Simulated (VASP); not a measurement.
Crystal: BeTe.

```xyz
2
Lattice="0.0000 2.7700 2.7700 2.7700 0.0000 2.7700 2.7700 2.7700 0.0000" Properties=species:S:1:pos:R:3 pbc="T T T"
Be    0.0000    0.0000    0.0000
Te    4.1550    4.1550    4.1550
```

* Program: VASP 6.6.1
* Task: relaxation of cell and atoms
* Functional: PBE
* Potentials or basis: VASP PAW PBE potentials, release 64 (Be, Te)
* Cutoff: 520 eV
* k mesh: 8 × 8 × 8
* Occupations: gaussian, width 0.03 eV
* Spin: no spin polarisation

At the start: pressure 4.5 GPa; volume 21.25 Å³/atom.

Question: How do energy, volume and symmetry change on relaxing?

Answer: Over 3 steps the energy falls by 19.8 meV/atom and the volume is 22.76 Å³/atom (+7.1 %); space group F-43m (No. 216, to 0.05 Å).

Step by step:
```tsv
step	energy change (eV)	largest force (eV/Å)	pressure (GPa)	volume (Å³)
1	0.0000	0.0000	4.45	42.51
2	-0.0377	0.0000	-0.85	46.25
3	-0.0396	0.0000	0.00	45.52
```

Final structure:
```yaml
crystal:
  lattice:
    - [0.00000, 2.83399, 2.83399]
    - [2.83399, 0.00000, 2.83399]
    - [2.83399, 2.83399, 0.00000]
  atoms:
    - { symbol: Be, position: [0.00000, 0.00000, 0.00000] }
    - { symbol: Te, position: [0.75000, 0.75000, 0.75000] }
```
